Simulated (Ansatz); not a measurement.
A run of Ansatz 0.2.0 is set up as follows.

Contents of input.yaml:

```yaml
crystal:
  lattice:
    - [0.0, 2.325, 2.325]
    - [2.325, 0.0, 2.325]
    - [2.325, 2.325, 0.0]
  atoms:
    - { symbol: Hf, position: [0.5, 0.5, 0.5] }
    - { symbol: C, position: [0.0, 0.0, 0.0] }
hamiltonian:
  xc: pbesol
  pseudopotentials: { kind: paw }
kpoints:
  mp_grid: { grid: [10, 10, 10] }
scf:
  occupations: { method: fermi_dirac, width: 0.05 }
output:
  forces: true
  stress: true
  eigenvalues: true
relax:
  f_tol: 0.01
  max_steps: 40
  cell: { stress_tol: 0.05 }
```

Potentials or basis: Ansatz PAW.

Run with:

```console
$ ansatz run input.yaml --threads 2 --pin off --max-ram 5632MiB --backend cpu --events-out ev --progress --plain --runs-dir out
```

(1) Estimate the space group after relaxing (to 0.05 Å).

(2) What does it give for the band gap on the k mesh?

Results:

(1) Fm-3m (No. 225).

(2) none (metal or under the smearing width).
